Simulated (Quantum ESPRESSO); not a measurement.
# HfO2 (Fm-3m) in Quantum ESPRESSO: notebook

The runs below take HfO2 through Hubbard U by linear response, with PBE+U.

Program: Quantum ESPRESSO 7.5. These are calculated values, not measurements. Logs are shortened: lines on timing, memory, paths and dates and some standing lists are left out, and cuts for length are marked.

## Step 1: The crystal as given

The structure is cubic, space group Fm-3m (No. 225). Conventional cell: a = 5.115 Å, b = 5.115 Å, c = 5.115 Å, α = 90.00°, β = 90.00°, γ = 90.00°. Around Hf (site symmetry m-3m) lie 8 O at 2.21 Å. O (site symmetry -43m) is surrounded by 4 Hf at 2.21 Å.

Measurements of this composition are mostly on another form, of space group No. 14.

## Step 2: Hubbard U by linear response, PBE+U

pw.in reads:

```
&CONTROL
  calculation = 'scf'
  prefix = 'pwscf'
  outdir = './tmp'
  pseudo_dir = './pseudo'
  tprnfor = .true.
  tstress = .true.
  disk_io = 'low'
/
&SYSTEM
  ibrav = 0
  nat = 3
  ntyp = 2
  ecutwfc = 45
  ecutrho = 360
  nbnd = 22
  occupations = 'smearing'
  smearing = 'fd'
  degauss = 0.00367493
/
&ELECTRONS
  conv_thr = 6d-10
  electron_maxstep = 120
  mixing_beta = 0.3
/
ATOMIC_SPECIES
Hf   178.4900 hf_pbe_v1.uspp.F.UPF
O     15.9990 o_pbe_v1.2.uspp.F.UPF
CELL_PARAMETERS angstrom
   0.0000000000    2.5575000000    2.5575000000
   2.5575000000    0.0000000000    2.5575000000
   2.5575000000    2.5575000000    0.0000000000
ATOMIC_POSITIONS angstrom
Hf     0.0000000000    0.0000000000    0.0000000000
O      3.8362500000    3.8362500000    3.8362500000
O      1.2787500000    1.2787500000    1.2787500000
K_POINTS automatic
6 6 6 0 0 0
HUBBARD {atomic}
U Hf-5d 6.0
```

scf2.in reads:

```
&CONTROL
  calculation = 'scf'
  prefix = 'pwscf'
  outdir = './tmp'
  pseudo_dir = './pseudo'
  tprnfor = .true.
  tstress = .true.
  disk_io = 'low'
/
&SYSTEM
  ibrav = 0
  nat = 3
  ntyp = 2
  ecutwfc = 45
  ecutrho = 360
  nbnd = 22
  occupations = 'fixed'
/
&ELECTRONS
  conv_thr = 1d-13
  electron_maxstep = 120
  mixing_beta = 0.3
  startingpot = 'file'
  startingwfc = 'file'
/
ATOMIC_SPECIES
Hf   178.4900 hf_pbe_v1.uspp.F.UPF
O     15.9990 o_pbe_v1.2.uspp.F.UPF
CELL_PARAMETERS angstrom
   0.0000000000    2.5575000000    2.5575000000
   2.5575000000    0.0000000000    2.5575000000
   2.5575000000    2.5575000000    0.0000000000
ATOMIC_POSITIONS angstrom
Hf     0.0000000000    0.0000000000    0.0000000000
O      3.8362500000    3.8362500000    3.8362500000
O      1.2787500000    1.2787500000    1.2787500000
K_POINTS automatic
6 6 6 0 0 0
HUBBARD {atomic}
U Hf-5d 6.0
```

hp.in reads:

```
&INPUTHP
  prefix = 'pwscf'
  outdir = './tmp'
  nq1 = 2
  nq2 = 2
  nq3 = 2
  conv_thr_chi = 1d-06
  niter_max = 80
  iverbosity = 1
  alpha_mix(1) = 0.3
/
```

Potentials or basis: GBRV 1.5 PBE.

Started as:

```
> OMP_NUM_THREADS=1 pw.x -in pw.in > pw.out
> OMP_NUM_THREADS=1 pw.x -in scf2.in > scf2.out
> OMP_NUM_THREADS=1 hp.x -in hp.in > hp.out
```

pw.out:

```text
This program is part of the open-source Quantum ESPRESSO suite
     for quantum simulation of materials; please cite
[... 9 lines left out ...]
     --------------------
     sticks:   dense  smooth     PW     G-vecs:    dense   smooth      PW
     Sum        1159     583    187                26133     9257    1639

     Using Slab Decomposition

     bravais-lattice index     =            0
     lattice parameter (alat)  =       6.8349  a.u.
     unit-cell volume          =     225.7738 (a.u.)^3
     number of atoms/cell      =            3
     number of atomic types    =            2
     number of electrons       =        24.00
     number of Kohn-Sham states=           22
     kinetic-energy cutoff     =      45.0000  Ry
     charge density cutoff     =     360.0000  Ry
     scf convergence threshold =      6.0E-10
     mixing beta               =       0.3000
     number of iterations used =            8  plain     mixing
     Exchange-correlation= SLA  PW   PBE  PBE
                           (   1   4   3   4   0   0   0)
     Hubbard projectors: atomic
     Hubbard parameters of DFT+U (Dudarev formulation) in eV:
     U(Hf-5d) =  6.0000

     Internal variables: lda_plus_u =T, lda_plus_u_kind = 0

     Internal variables: orbital_resolved =F, hub_pot_fix =F, apply_U = F

     celldm(1)=   6.834858  celldm(2)=   0.000000  celldm(3)=   0.000000
     celldm(4)=   0.000000  celldm(5)=   0.000000  celldm(6)=   0.000000

     crystal axes: (cart. coord. in units of alat)
               a(1) = (   0.000000   0.707107   0.707107 )
               a(2) = (   0.707107   0.000000   0.707107 )
               a(3) = (   0.707107   0.707107   0.000000 )

     reciprocal axes: (cart. coord. in units 2 pi/alat)
               b(1) = ( -0.707107  0.707107  0.707107 )
               b(2) = (  0.707107 -0.707107  0.707107 )
               b(3) = (  0.707107  0.707107 -0.707107 )

     PseudoPot. # 1 for Hf read from file:
     hf_pbe_v1.uspp.F.UPF
     Pseudo is Ultrasoft + core correction, Zval = 12.0
     Generated by new atomic code, or converted to UPF format
     Using radial grid of  921 points,  8 beta functions with:
                l(1) =   0
                l(2) =   0
                l(3) =   0
                l(4) =   1
                l(5) =   1
                l(6) =   2
                l(7) =   2
                l(8) =   3
     Q(r) pseudized with  6 coefficients,  rinner =    1.200   1.200   1.200
                                                       1.200   1.200   1.200
                                                       1.200

     PseudoPot. # 2 for O  read from file:
     o_pbe_v1.2.uspp.F.UPF
     Pseudo is Ultrasoft + core correction, Zval =  6.0
     Generated by new atomic code, or converted to UPF format
     Using radial grid of  737 points,  5 beta functions with:
                l(1) =   0
                l(2) =   0
                l(3) =   1
                l(4) =   1
                l(5) =   2
     Q(r) pseudized with  8 coefficients,  rinner =    0.900   0.900   0.900
                                                       0.900   0.900

     atomic species   valence    mass     pseudopotential
     Hf               12.00   178.49000     Hf( 1.00)
     O                 6.00    15.99900     O ( 1.00)

     48 Sym. Ops., with inversion, found

   Cartesian axes

     site n.     atom                  positions (alat units)
         1        Hf     tau(   1) = (   0.0000000   0.0000000   0.0000000  )
         2        O      tau(   2) = (   1.0606602   1.0606602   1.0606602  )
         3        O      tau(   3) = (   0.3535534   0.3535534   0.3535534  )

     number of k points=    16  Fermi-Dirac smearing, width (Ry)=  0.0037
                       cart. coord. in units 2pi/alat
        k(    1) = (   0.0000000   0.0000000   0.0000000), wk =   0.0092593
        k(    2) = (   0.1178511   0.1178511  -0.1178511), wk =   0.0740741
        k(    3) = (   0.2357023   0.2357023  -0.2357023), wk =   0.0740741
        k(    4) = (  -0.3535534  -0.3535534   0.3535534), wk =   0.0370370
        k(    5) = (   0.2357023   0.0000000  -0.0000000), wk =   0.0555556
        k(    6) = (   0.3535534   0.1178511  -0.1178511), wk =   0.2222222
[... 8 lines left out ...]
        k(   15) = (  -0.1178511  -0.3535534   0.5892557), wk =   0.2222222
        k(   16) = (  -0.7071068   0.2357023   0.0000000), wk =   0.1111111

     Dense  grid:    26133 G-vectors     FFT dimensions: (  45,  45,  45)

     Smooth grid:     9257 G-vectors     FFT dimensions: (  30,  30,  30)

     Check: negative core charge=   -0.000002

     Initial potential from superposition of free atoms

     starting charge      22.0000, renormalised to      24.0000

     negative rho (up, down):  1.181E-01 0.000E+00

     STARTING HUBBARD OCCUPATIONS:

     =================== HUBBARD OCCUPATIONS ===================
     ------------------------ ATOM    1 ------------------------
     Tr[ns(  1)] =   2.00000
     eigenvalues:
       0.200  0.200  0.200  0.200  0.200
     eigenvectors (columns):
       1.000  0.000  0.000  0.000  0.000
       0.000  1.000  0.000  0.000  0.000
       0.000  0.000  1.000  0.000  0.000
       0.000  0.000  0.000  1.000  0.000
       0.000  0.000  0.000  0.000  1.000
     occupation matrix ns (before diag.):
       0.200  0.000  0.000  0.000  0.000
       0.000  0.200  0.000  0.000  0.000
       0.000  0.000  0.200  0.000  0.000
       0.000  0.000  0.000  0.200  0.000
       0.000  0.000  0.000  0.000  0.200

     Number of occupied Hubbard levels =    2.0000

     Atomic wfc used for Hubbard projectors are NOT orthogonalized

     Starting wfcs are   21 randomized atomic wfcs +    1 random wfcs

     Self-consistent Calculation

     iteration #  1     ecut=    45.00 Ry     beta= 0.30
     Davidson diagonalization with overlap
     ethr =  1.00E-02,  avg # of iterations =  3.9

     =================== HUBBARD OCCUPATIONS ===================
     ------------------------ ATOM    1 ------------------------
     Tr[ns(  1)] =   2.42053
     eigenvalues:
       0.139  0.139  0.311  0.311  0.311
     eigenvectors (columns):
       0.082 -0.997 -0.000 -0.000 -0.000
       0.000 -0.000  0.225  0.430  0.874
       0.000 -0.000  0.658 -0.729  0.189
      -0.997 -0.082  0.000  0.000  0.000
      -0.000  0.000 -0.719 -0.533  0.447
     occupation matrix ns (before diag.):
       0.139 -0.000 -0.000  0.000  0.000
      -0.000  0.311 -0.000  0.000  0.000
      -0.000 -0.000  0.311  0.000  0.000
       0.000  0.000  0.000  0.139 -0.000
       0.000  0.000  0.000 -0.000  0.311

     Number of occupied Hubbard levels =    2.4205

     negative rho (up, down):  1.152E-01 0.000E+00

     total energy              =    -223.56915727 Ry
     estimated scf accuracy    <       1.32721561 Ry
[... 82 lines left out ...]
     iteration # 11     ecut=    45.00 Ry     beta= 0.30
     Davidson diagonalization with overlap
     ethr =  6.02E-12,  avg # of iterations =  3.8

     negative rho (up, down):  1.174E-01 0.000E+00

     End of self-consistent calculation

     =================== HUBBARD OCCUPATIONS ===================
     ------------------------ ATOM    1 ------------------------
     Tr[ns(  1)] =   3.34915
     eigenvalues:
       0.169  0.169  0.446  0.446  0.446
     eigenvectors (columns):
      -0.262  0.965  0.000 -0.000 -0.000
      -0.000  0.000 -0.224 -0.095  0.970
      -0.000  0.000 -0.648 -0.729 -0.221
       0.965  0.262 -0.000  0.000  0.000
       0.000 -0.000  0.728 -0.678  0.102
     occupation matrix ns (before diag.):
       0.169 -0.000 -0.000  0.000  0.000
      -0.000  0.446 -0.000  0.000  0.000
      -0.000 -0.000  0.446  0.000  0.000
       0.000  0.000  0.000  0.169 -0.000
       0.000  0.000  0.000 -0.000  0.446

     Number of occupied Hubbard levels =    3.3491

          k = 0.0000 0.0000 0.0000 (  1139 PWs)   bands (ev):

   -49.4069 -17.8633 -17.8633 -17.8633  -6.2576  -3.2855   7.2154   7.2154
     7.2154  11.7097  11.7097  11.7097  17.5810  17.5810  17.7951  22.3258
    22.3258  22.3258  26.0263  26.0263  26.0263  32.5355

          k = 0.1179 0.1179-0.1179 (  1167 PWs)   bands (ev):

   -49.4037 -17.9604 -17.8744 -17.8744  -5.9205  -3.5230   7.4614   7.4614
     7.8559  10.9480  11.3973  11.3973  17.8985  17.8985  18.7646  21.3022
    21.9137  21.9137  25.2152  26.9340  26.9340  34.6954

          k = 0.2357 0.2357-0.2357 (  1149 PWs)   bands (ev):

   -49.3958 -18.1465 -17.8963 -17.8963  -5.2231  -3.9117   8.0603   8.0603
     9.0564   9.7676  10.8089  10.8089  18.1348  18.1348  18.9015  21.4673
    21.4673  21.5462  24.0371  29.1749  29.1749  33.7922

          k =-0.3536-0.3536 0.3536 (  1158 PWs)   bands (ev):

   -49.3912 -18.2360 -17.9075 -17.9075  -4.8877  -4.0385   8.4582   8.4582
     9.2441   9.5835  10.4766  10.4766  18.0250  18.0250  18.9993  21.1347
    21.4371  21.4371  24.3613  30.9559  30.9559  33.8598

          k = 0.2357 0.0000-0.0000 (  1162 PWs)   bands (ev):

   -49.4021 -17.9681 -17.8901 -17.8901  -5.7993  -3.6003   7.4749   7.4749
     8.2565  10.0281  11.7269  11.7269  17.8541  17.9102  19.1784  21.3581
    21.3581  21.7509  25.1899  27.1186  27.1186  34.4934

          k = 0.3536 0.1179-0.1179 (  1151 PWs)   bands (ev):

   -49.3955 -18.1022 -17.9209 -17.9144  -5.1969  -3.9323   7.9150   7.9253
     8.9144   9.5046  11.2823  11.3640  18.1099  18.1511  19.4005  20.8987
    20.9222  21.7258  24.9241  28.3533  28.4220  33.0052

          k =-0.2357-0.4714 0.4714 (  1153 PWs)   bands (ev):
[... 7 lines left out ...]
   -49.3931 -18.1634 -17.9742 -17.9056  -4.8432  -4.0767   7.9157   8.6768
     8.7754  10.0895  10.1280  11.3700  17.7193  18.4823  19.1968  20.4038
    21.2293  22.5062  24.5329  28.5369  30.9762  32.5080

          k = 0.0000-0.2357 0.2357 (  1147 PWs)   bands (ev):

   -49.3989 -18.0521 -17.9273 -17.8820  -5.4490  -3.8021   7.5942   7.9507
     8.8681   9.8197  10.6576  11.7380  17.8716  18.3514  19.2768  20.6435
    21.6505  21.7119  24.9582  27.3072  28.4420  33.3609

          k = 0.4714 0.0000-0.0000 (  1150 PWs)   bands (ev):

   -49.3888 -18.1638 -17.9443 -17.9443  -4.7849  -4.1314   7.7960   8.2086
     8.2086  10.6684  11.3854  11.3854  17.7506  18.5094  20.0706  20.3576
    20.3576  21.5504  25.8563  28.6032  28.6032  30.3781

          k =-0.1179-0.5893 0.5893 (  1149 PWs)   bands (ev):
[... 7 lines left out ...]
   -49.3903 -18.1220 -18.0885 -17.9339  -4.4445  -4.2199   7.4662   8.3428
     9.3538   9.7258  11.0739  11.7003  17.6546  18.7894  19.4298  19.4823
    20.6204  23.9330  25.3817  27.0902  31.0328  31.7052

          k =-0.7071 0.0000 0.0000 (  1162 PWs)   bands (ev):

   -49.3813 -18.2559 -17.9720 -17.9720  -4.3608  -4.2204   6.8830   8.8410
     8.8410  10.8478  10.8478  12.3257  17.4174  18.6867  18.9169  20.1458
    20.1458  25.0153  25.6437  26.7437  29.1426  29.1426

          k =-0.2357-0.4714 0.7071 (  1151 PWs)   bands (ev):
[... 7 lines left out ...]
   -49.3902 -18.1457 -18.0595 -17.9393  -4.4406  -4.2233   7.5797   8.0966
     9.3300   9.9642  11.1188  11.5619  18.0090  18.4761  19.1184  19.7793
    20.5617  23.7651  25.2770  28.5770  28.9403  32.0964

          k =-0.7071 0.2357 0.0000 (  1154 PWs)   bands (ev):

   -49.3872 -18.1830 -18.0412 -17.9595  -4.3210  -4.2509   7.0974   8.3490
     9.2964  10.2958  10.9474  12.1758  17.9794  18.7729  18.8547  19.4901
    20.2540  24.9830  25.9832  26.5534  28.7069  30.7878

     the Fermi energy is    13.9198 ev

!    total energy              =    -223.56287892 Ry
     estimated scf accuracy    <          2.8E-10 Ry
     smearing contrib. (-TS)   =      -0.00000000 Ry
     internal energy E=F+TS    =    -223.56287892 Ry

     The total energy is F=E-TS. E is the sum of the following terms:
     one-electron contribution =     -27.24014072 Ry
     hartree contribution      =      28.24893163 Ry
     xc contribution           =     -90.55563356 Ry
     ewald contribution        =    -134.46672623 Ry
     Hubbard energy            =       0.45068996 Ry

     convergence has been achieved in  11 iterations

     negative rho (up, down):  1.174E-01 0.000E+00

     Forces acting on atoms (cartesian axes, Ry/au):

     atom    1 type  1   force =    -0.00000000   -0.00000000    0.00000000
     atom    2 type  2   force =     0.00000000   -0.00000000   -0.00000000
     atom    3 type  2   force =     0.00000000    0.00000000    0.00000000

     Total force =     0.000000     Total SCF correction =     0.000000

     Computing stress (Cartesian axis) and pressure

     negative rho (up, down):  1.174E-01 0.000E+00
          total   stress  (Ry/bohr**3)                   (kbar)     P=       85.31
   0.00057994  -0.00000000  -0.00000000           85.31       -0.00       -0.00
  -0.00000000   0.00057994  -0.00000000           -0.00       85.31       -0.00
  -0.00000000  -0.00000000   0.00057994           -0.00       -0.00       85.31

=------------------------------------------------------------------------------=
   JOB DONE.
=------------------------------------------------------------------------------=
```

Run time: 2.2 min. Hardware: 1 thread of Arm Neoverse V2, shared host; peak memory 0.22 GiB.

Results:

```yaml
Free_energy: -3041.7279 eV
Pressure: 8.5 GPa
Band_gap_on_the_k_mesh: 5.09 eV, direct
Hubbard_U_from_linear_response: 1.72 eV
```

Eigenvalues of the final occupation matrices:
| site | spin | trace | eigenvalues |
| --- | --- | --- | --- |
| Hf 1 5d | each | 1.67 | 0.17 0.17 0.45 0.45 0.45 |

Hubbard U from linear response:
```tsv
site	manifold	U (eV)
1	Hf-5d	1.72
```
On the first site the bare response is -0.330 and the screened one -0.211 eV⁻¹.

Caveat: spin-orbit coupling is left out, which moves the levels of the heavy elements.

(Part 1 of 2 ends here.)
